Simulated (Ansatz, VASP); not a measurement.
## Ba: VASP beside Ansatz

```
CELL_PARAMETERS angstrom
4.50748 0.00000 0.00000
-2.25374 3.90360 0.00000
0.00000 0.00000 7.37460
ATOMIC_POSITIONS crystal
Ba 0.33333 0.66667 0.25000
Ba 0.66667 0.33333 0.75000
```

Alike in both runs: task single point; functional PBEsol; k mesh 10 × 10 × 5; occupations fermi-dirac, width 0.1 eV; no spin polarisation.

```csv
,VASP,Ansatz
version,VASP 6.6.1,Ansatz 0.2.0
potentials or method,"VASP PAW PBE potentials, release 64 (Ba_sv)","plane waves (420 eV) with PAW, scalar-relativistic"
plane-wave cutoff (eV),520,420
valence electrons in the cell,20,20
```

VASP gave:

| Item | Value |
| --- | --- |
| pressure (GPa) | -0.7 |

Q: Estimate Ansatz's values.

A: Pressure (GPa): -0.8.

Ansatz warned: «pseudo_functional_mismatch».

Caveats: the PAW data sets were made with another functional, which shifts forces and pressure a little (VASP). Spin-orbit coupling is left out, which matters for the levels of Ba.
